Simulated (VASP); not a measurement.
# Si: convergence, surface energy

Si, slab, 14 atoms in the cell. PBE; PAW potentials Si (PBE set). VASP 6.6.1.

Wanted: surface energy, atoms not relaxed within 0.02 J/m²; face levels within 0.04 eV.

Crystal: Si, Fd-3m; Face: (1 1 1); Starting cell: bulk cell relaxed first with the same functional.

Face levels: vacuum level at each face, counted from the Fermi level.

The series start from vacuum (Å): 12; k spacing (1/Å): 0.35; Smearing SIGMA (eV): 0.05; Cutoff ENCUT (eV): 320; SCF threshold EDIFF (eV): 1e-6; PREC: Accurate; LREAL: .FALSE.; ALGO: Normal; atomic planes: 6. Each series keeps the choices made before it, and each single choice may use up half of a tolerance. Times cover all steps of a run.

## Vacuum (Å)

| Vacuum (Å) | Surface energy, atoms not relaxed (J/m²) | Face levels, largest deviation (eV) | Time (s) |
|---|---|---|---|
| 5 | 1.540 | 0.287 | 8.4 |
| 7 | 1.521 | 0.087 | 9.1 |
| 9 | 1.514 | 0.030 | 11 |
| 12 | 1.513 | 0.001 | 14 |
| 15 | 1.514 | 0.000 | 16 |
| 20 (reference) | 1.514 | 0.000 | 19 |

Chosen: 12, the loosest value from which every tighter one stays within half of the tolerance.

## k spacing (1/Å)

| k spacing (1/Å) | Surface energy, atoms not relaxed (J/m²) | Face levels, largest deviation (eV) | Time (s) |
|---|---|---|---|
| 0.8 | 1.415 | 0.318 | 5.6 |
| 0.6 | 1.597 | 0.012 | 6.5 |
| 0.45 | 1.545 | 0.024 | 14 |
| 0.35 | 1.513 | 0.005 | 14 |
| 0.25 | 1.519 | 0.041 | 16 |
| 0.2 (reference) | 1.519 | 0.000 | 19 |

Chosen: 0.2; the next looser run is off by more than half of the tolerance, so convergence isn't shown beyond this value.

## Smearing SIGMA (eV)

| Smearing SIGMA (eV) | Surface energy, atoms not relaxed (J/m²) | Face levels, largest deviation (eV) | Time (s) |
|---|---|---|---|
| 0.2 | 1.520 | 0.025 | 20 |
| 0.1 | 1.519 | 0.019 | 19 |
| 0.05 | 1.519 | 0.006 | 19 |
| 0.02 (reference) | 1.519 | 0.000 | 18 |

Chosen: 0.1.

## Cutoff ENCUT (eV)

| Cutoff ENCUT (eV) | Surface energy, atoms not relaxed (J/m²) | Face levels, largest deviation (eV) | Time (s) |
|---|---|---|---|
| 200 | 1.513 | 0.000 | 9.9 |
| 240 | 1.516 | 0.000 | 13 |
| 280 | 1.518 | 0.000 | 17 |
| 320 | 1.519 | 0.000 | 19 |
| 370 | 1.519 | 0.001 | 18 |
| 440 (reference) | 1.519 | 0.000 | 33 |

Chosen: 200.

## SCF threshold EDIFF (eV)

| SCF threshold EDIFF (eV) | Surface energy, atoms not relaxed (J/m²) | Face levels, largest deviation (eV) | Time (s) |
|---|---|---|---|
| 0.001 | 1.512 | 0.309 | 6.2 |
| 0.0001 | 1.514 | 0.071 | 7.8 |
| 1e-5 | 1.513 | 0.000 | 9.3 |
| 1e-6 | 1.513 | 0.000 | 9.9 |
| 1e-7 (reference) | 1.513 | 0.000 | 10 |

Chosen: 1e-5.

## PREC

| PREC | Surface energy, atoms not relaxed (J/m²) | Face levels, largest deviation (eV) | Time (s) |
|---|---|---|---|
| Accurate | 1.513 | 0.000 | 9.3 |
| Normal | 1.513 | 0.001 | 5.4 |

Chosen: Normal, the fastest of those that stay within half of the tolerance.

## LREAL

| LREAL | Surface energy, atoms not relaxed (J/m²) | Face levels, largest deviation (eV) | Time (s) |
|---|---|---|---|
| .FALSE. | 1.513 | 0.000 | 5.4 |
| Auto | 1.513 | 0.000 | 6.1 |

Chosen: .FALSE.; no other choice that stays within half of the tolerance saves 30 % of the time.

## ALGO

| ALGO | Surface energy, atoms not relaxed (J/m²) | Face levels, largest deviation (eV) | Time (s) |
|---|---|---|---|
| Normal | 1.513 | 0.000 | 5.4 |
| Fast | 1.513 | 0.000 | 5.7 |
| All | 1.513 | 0.002 | 6.7 |

Chosen: Normal.

## Atomic planes

| Atomic planes | Surface energy, atoms not relaxed (J/m²) | Face levels, largest deviation (eV) | Time (s) |
|---|---|---|---|
| 4 | 1.320 | 0.115 | 4.5 |
| 6 | 1.513 | 0.125 | 5.4 |
| 8 | 1.611 | 0.101 | 6.3 |
| 10 | 1.645 | 0.029 | 8.0 |
| 14 (reference) | 1.640 | 0.000 | 11 |

Chosen: 14; the next looser run is off by more than half of the tolerance, so convergence isn't shown beyond this value.

## All choices together

| Input | Surface energy, atoms not relaxed (J/m²) | Face levels, largest deviation (eV) | Time (s) |
|---|---|---|---|
| program defaults, thin vacuum, coarse mesh (naive) | 1.605 | 0.103 | 2.5 |
| chosen settings | 1.640 | 0.002 | 11 |
| reference settings throughout | 1.647 | 0.000 | 120 |

The chosen settings stay within the tolerance of the reference run, but the reference itself isn't shown to be converged in: k spacing (1/Å), atomic planes.

Values of the reference run: Face levels: 4.728, 4.728 eV.

## The input

INCAR.step1:
```
PREC     = Normal         # precision mode
ENCUT    = 200            # plane-wave cutoff, eV
EDIFF    = 1E-5           # SCF threshold, eV
ISMEAR   = 0              # smearing method
SIGMA    = 0.1            # smearing width, eV
LREAL    = False          # projectors in reciprocal space
LASPH    = True           # aspherical terms in the spheres
ALGO     = Normal         # electronic algorithm
NELM     = 120            # most SCF steps
LWAVE    = False          # write WAVECAR
LCHARG   = False          # write CHGCAR
GGA      = PE             # functional
KPAR     = 8             
```

INCAR.step2, as INCAR.step1 but for:
```
+ LVHAR = True
+ LVACPOTAV = True
+ LDIPOL = True
+ IDIPOL = 3
+ DIPOL = 0.5 0.5 0.5
```

KPOINTS.step1:
```
Automatic mesh
0
Gamma
  10 10 17
  0 0 0
```

KPOINTS.step2:
```
Automatic mesh
0
Gamma
  10 10 1
  0 0 0
```

POSCAR.step1:
```
Si
1.0
    3.8664073631      0.0000000000      0.0000000000
   -1.9332036816      3.3484069979      0.0000000000
    1.9332036816      1.1161356660      3.1569083924
Si
2
Direct
    0.0000000000      0.0000000000      0.0000000000
    0.5000000000      0.7500000000      0.7500000000
```

POSCAR.step2:
```
Si
1.0
    3.8664073631      0.0000000000      0.0000000000
   -1.9332036816      3.3484069979      0.0000000000
    0.0000000000      0.0000000000     31.7306774529
Si
14
Direct
    0.4166666667      0.2083333333      0.2139641396
    0.7500000000      0.8750000000      0.1890914560
    0.0833333334      0.5416666667      0.3134548736
    0.4166666667      0.2083333333      0.2885821901
    0.7500000000      0.8750000000      0.4129456077
    0.0833333334      0.5416666667      0.3880729242
    0.4166666667      0.2083333333      0.5124363418
    0.7500000001      0.8750000000      0.4875636582
    0.0833333334      0.5416666667      0.6119270758
    0.4166666667      0.2083333333      0.5870543923
    0.7500000001      0.8750000000      0.7114178099
    0.0833333334      0.5416666667      0.6865451264
    0.4166666668      0.2083333333      0.8109085440
    0.7500000001      0.8750000000      0.7860358604
```

Commands (each step's output is kept before the next begins):
```
cat potpaw_PBE.64/Si/POTCAR > POTCAR
cp INCAR.step1 INCAR
cp KPOINTS.step1 KPOINTS
cp POSCAR.step1 POSCAR
mpirun -np 8 vasp_std > vasp.out
rm WAVECAR CHG
cp INCAR.step2 INCAR
cp KPOINTS.step2 KPOINTS
cp POSCAR.step2 POSCAR
mpirun -np 8 vasp_std > vasp.out
```

Limits: The atoms keep their starting positions, so the number serves for convergence, not as the relaxed result.

The chosen input took VASP 6.6.1 11 s on 8 cores (Intel Xeon Platinum 8259CL @ 2.50GHz (Skylake/Cascade Lake)), a shared host.

## An input that fails: too few electronic steps

The electronic loop stops at its limit of 8 steps.

Changes against the starting input:
```
(step 2)
- NELM = 120
+ NELM = 8
```
